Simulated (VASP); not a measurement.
Runs of VASP 6.6.1 on CaO. It takes space group Fm-3m (No. 225, cubic). The conventional cell has a = 4.774 Å, b = 4.774 Å, c = 4.774 Å, α = 90.00°, β = 90.00°, γ = 90.00°. Ca (site symmetry m-3m) is surrounded by 6 O at 2.39 Å. Around O (site symmetry m-3m) lie 6 Ca at 2.39 Å. 

```tsv
level	potentials or basis	k mesh	cutoff (eV)	smearing	gap on the mesh (eV)	pressure (GPa)
PBEsol	VASP PAW PBE potentials, release 64 (Ca_sv, O)	8 × 8 × 8	520	gaussian 0.5 eV	3.52	0.1
PBEsol	VASP PAW PBE potentials, release 64 (Ca_sv, O_h)	8 × 8 × 8	900	gaussian 0.02 eV	3.53	(a)
PBEsol	VASP PAW PBE potentials, release 64 (Ca_sv, O)	8 × 8 × 8	700	gaussian 0.02 eV	3.53	0.0
r2SCAN	VASP PAW PBE potentials, release 64 (Ca_sv, O)	8 × 8 × 8	520	gaussian 0.02 eV	4.18	2.7
PBEsol	VASP PAW PBE potentials, release 64 (Ca_sv, O)	12 × 12 × 12	520	gaussian 0.02 eV	3.52	0.1
```

Alike in all rows: task single point; no spin polarisation; cell as given.

Problem. Estimate the missing entries.

Solution. (a) -0.1.

Caveats: the PAW data sets were made with another functional, which shifts forces and pressure a little; the cutoff is under 1.25 times the usual one of these potentials, so pressure, stress and relaxed cells hold a basis-set (Pulay) error (some runs).

A k mesh can miss the band edges.

Not every run made on this cell is shown here.
